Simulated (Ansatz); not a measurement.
# Hf: equation of state with LDA

Hf:

```
CELL_PARAMETERS angstrom
0.00000 2.22000 2.22000
2.22000 0.00000 2.22000
2.22000 2.22000 0.00000
ATOMIC_POSITIONS crystal
Hf 0.00000 0.00000 0.00000
```

This isn't the form of Hf at room conditions, which is hcp.

```json
{
  "Program": "Ansatz 0.2.0",
  "Task": "equation of state",
  "Functional": "LDA",
  "Potentials or basis": "Ansatz PAW",
  "Cutoff": "420 eV",
  "Density cutoff": "1680 eV",
  "k mesh": "10 × 10 × 10",
  "Occupations": "fermi-dirac, width 0.05 eV",
  "Spin": "no spin polarisation"
}
```

| Quantity | Value |
| --- | --- |
| Equilibrium volume | 20.77 Å³/atom |
| Bulk modulus | 121 GPa |
| Pressure derivative of the bulk modulus | 3.7 |

Energy against volume, from the lowest point:
```
volume (Å³/atom)  energy (meV/atom)
          20.569               0.00
          21.007               0.35
          21.444               7.26
          21.882              20.13
          22.320              38.42
          22.757              61.61
          23.195              89.20
```

All runs of the series together: 5.2 s on 2 threads of Intel(R) Xeon(R) Platinum 8375C CPU @ 2.90GHz (Ice Lake), with other jobs on the host.

Spin-orbit coupling is left out, which matters for the levels of Hf. LDA usually gives volumes a few per cent too small.
